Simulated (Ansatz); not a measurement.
An input for Ansatz 0.2.0 (CdSe (Cadmoselite)):

```yaml
crystal:
  lattice:
    - [4.3, 0.0, 0.0]
    - [-2.15, 3.7239092363, 0.0]
    - [0.0, 0.0, 7.02]
  atoms:
    - { symbol: Cd, position: [0.3333333333, 0.6666666667, 0.0] }
    - { symbol: Cd, position: [0.6666666667, 0.3333333333, 0.5] }
    - { symbol: Se, position: [0.3333333333, 0.6666666667, 0.385] }
    - { symbol: Se, position: [0.6666666667, 0.3333333333, 0.885] }
kpoints:
  mp_grid: { grid: [6, 6, 2] }
hamiltonian:
  xc: pbe
  pseudopotentials: { kind: nc }
scf:
  occupations: { method: fixed }
gw:
  n_empty_bands: 182
  ecut_chi: 80
  qp_bands: [v2, c2]
  qp_kpoints: band_edges
  screening: { model: contour_deformation }
  pair_densities: pseudo
```

The database entry behind the starting cell differs from later determinations by our own check (inner coordinate of an old entry), so it need not match the best structure at ambient conditions.

```sh
ansatz run input.yaml --threads 3 --pin off --max-ram 92160MiB --backend cuda --events-out ev --progress --plain --runs-dir out --devices 1 --max-vram 13GiB
```

How long will it take on 1 × NVIDIA H100 80GB HBM3 (shared by 6 runs) with 3 threads of AMD EPYC 7R13 (Zen 3), shared host, and how much memory?

It took 29 s; on shared hardware allow 14 s to 58 s. Peak host memory was 1.7 GiB. The sizes that set the cost: 10173 plane waves a state, 14 irreducible k points, 218 bands summed, 185 plane waves in the screening and 8 SCF cycles.

The screening grows as filled bands × empty bands × pairs of k points, times the square of the screening basis for the matrix.

[Paths, hosts, dates, memory and timing lines, banners, echoed tables and standing remarks are left out of the program output.]

[Logs are printed without paths, hosts, clocks, repeated set-up lines and the standing remarks that a program may print on its own settings, such as how far it seeks lower states.]

[Runs of the session that timed out or met a known fault of the program may be left out.]

[Cells called generated may have been cut or substituted from an entry of the Crystallography Open Database or the Materials Project.]

[Hosts, paths, dates, database ids (printed as entryN), source tags and the programs' standing remarks are cut or masked in the printed files.]
